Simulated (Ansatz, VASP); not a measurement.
# One calculation of Pd, two programs

```
CELL_PARAMETERS angstrom
0.00000 2.11284 1.64801
2.11284 0.00000 1.64801
2.11284 2.11284 0.00000
ATOMIC_POSITIONS crystal
Pd 0.00000 0.00000 0.00000
```

Alike in both runs: task single point; functional PBE; k mesh 24 × 24 × 24; occupations gaussian, width 0.15 eV; no spin polarisation.

|  | VASP | Ansatz |
| --- | --- | --- |
| version | VASP 6.6.1 | Ansatz 0.2.0 |
| potentials or method | VASP PAW PBE potentials, release 64 (Pd) | scalar-relativistic, plane waves, PAW |
| plane-wave cutoff (eV) | 520 | 420 |
| valence electrons in the cell | 10 | 18 |

|  | VASP | Ansatz | Ansatz less VASP |
| --- | --- | --- | --- |
| gap on the k mesh at the Fermi level (eV) | none | none | - |
| pressure (GPa) | 8.6 | 9.0 | +0.37 |
| largest component of the traceless stress (GPa) | 2.06 | 2.10 | +0.033 |

A gap of «none» marks a metal or a gap that the smearing closes. The functional is the same, so the differences come from potentials, cutoffs and numerics. The two sets of potentials don't hold the same shells in valence.
